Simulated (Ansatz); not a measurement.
Space group Fm-3m (No. 225). a = 4.158 Å, b = 4.158 Å, c = 4.158 Å, α = 90.00°, β = 90.00°, γ = 90.00°
| atom | site | symmetry | x | y | z |
| --- | --- | --- | --- | --- | --- |
| Au | 4a | m-3m | 0.0000 | 0.0000 | 0.0000 |

Equation of state of this Au structure (not necessarily the ground state), with shape and atoms relaxed at each volume where symmetry leaves them free. It has no gap at any of these volumes. Theory: DFT PBE, scalar-relativistic, plane waves, PAW in Ansatz 0.2.0.

Settings: cutoff 420 eV, Γ-centred mesh 18×18×18 on the computed 1-atom cell, Gaussian smearing of 0.10 eV; no spin polarisation.

```
V (Å³/atom) E − E(largest V) (meV/atom) P (GPa)
     15.817                        88.64    26.10
     16.356                        15.77    17.49
     16.895                       -30.88    10.45
     17.434                       -56.07     4.69
     17.973                       -63.68    -0.02
     18.513                       -56.97    -3.85
     19.052                       -38.61    -6.93
     19.771                         0.00   -10.06
```

Problem. Fit a third-order Birch–Murnaghan equation to E(V).

Solution. V0 = 17.97 Å³/atom, B0 = 141 GPa, B0' = 5.8.

Spin-orbit coupling is left out, which matters for the bands of heavy elements.